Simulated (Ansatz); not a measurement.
# NaH: a single-point run

Aim: a sound single-point run of NaH. The structure is shown as the input types it.

Method: density functional or hybrid calculation with the settings of its input, plane waves (as first typed), in Ansatz 0.2.0.

5 further runs of the same task are left out: 5 that didn't finish.

## 1. The starting structure

The structure is cubic, space group Fm-3m (No. 225). The conventional cell has a = 4.795 Å, b = 4.795 Å, c = 4.795 Å, α = 90.00°, β = 90.00°, γ = 90.00°. Around Na (site symmetry m-3m) lie 6 H at 2.40 Å. Around H (site symmetry m-3m) lie 6 Na at 2.40 Å.

Structure file:

```xyz
2
Lattice="0.0000 2.3975 2.3975 2.3975 0.0000 2.3975 2.3975 2.3975 0.0000" Properties=species:S:1:pos:R:3 pbc="T T T"
Na    0.0000    0.0000    0.0000
H     2.3975    2.3975    2.3975
```

## 2. The calculation

File input.yaml:

```yaml
crystal:
  lattice:
    - [0.0, 2.3975116427, 2.3975116427]
    - [2.3975116427, 0.0, 2.3975116427]
    - [2.3975116427, 2.3975116427, 0.0]
  atoms:
    - { symbol: Na, position: [0.0, 0.0, 0.0] }
    - { symbol: H, position: [0.5, 0.5, 0.5] }
kpoints:
  mp_grid: { grid: [6, 6, 6] }
hamiltonian:
  xc: pbe
scf:
  occupations: { method: methfessel_paxton, width: 4 }
  n_extra_bands: 4
output:
  forces: true
  stress: true
  eigenvalues: true
```

Started as:

```console
$ ansatz run input.yaml --threads 4 --pin off --max-ram 3686MiB --backend cpu --events-out ev --progress --plain --runs-dir out
```

**Question.** How will this run end, and is anything wrong with its input?

The run converged and reported no error. Convergence says nothing about whether the input makes sense.

In the input, scf.occupations.method is methfessel_paxton; scf.occupations.width is 4. The width is far wider than usual, so occupations near the Fermi level are blurred and the entropy term grows.

Run again and compare: delete scf.occupations.width (the default then holds) and set scf.occupations.method to fixed.
